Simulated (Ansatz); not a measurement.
Zr (fcc): energy against volume

All numbers below come from Ansatz, DFT, PBE, plane waves (420 eV) with PAW, scalar-relativistic.

The cell is scaled uniformly from the relaxed one, with fractional coordinates and shape fixed. Energies are extrapolated to zero smearing, pressures are those at the given smearing. Magnetic state: non-magnetic.

A Birch-Murnaghan fit gives V₀ = 23.20 Å³/atom, B₀ = 91 GPa, B₀′ = 3.2.

What are the energy above the minimum and the pressure at 21.266 Å³/atom?

51.1 meV/atom and 9.06 GPa as computed.

What are the energy above the minimum and the pressure at 22.190 Å³/atom?

13.1 meV/atom and 4.34 GPa as computed.

What are the energy above the minimum and the pressure at 24.039 Å³/atom?

8.2 meV/atom and -3.02 GPa as computed.
